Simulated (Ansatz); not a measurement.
System: AlP (zinc blende type), 2 atoms in the cell.

All numbers below come from PBE, all-electron LAPW, point nucleus in Ansatz 0.2.0 development build.

k-mesh 8×8×8 Γ-centred; Fermi–Dirac smearing of 0.1 eV; no spin polarisation.

```xyz
2
Lattice="0.0000 2.7550 2.7550 2.7550 0.0000 2.7550 2.7550 2.7550 0.0000" Properties=species:S:1:pos:R:3 pbc="T T T"
Al    0.0000    0.0000    0.0000
P     1.3775    1.3775    1.3775
```

Task: What pressure does the calculation give?

Result: The pressure is -0.14 GPa, so at these settings the cell is stretched and would shrink.
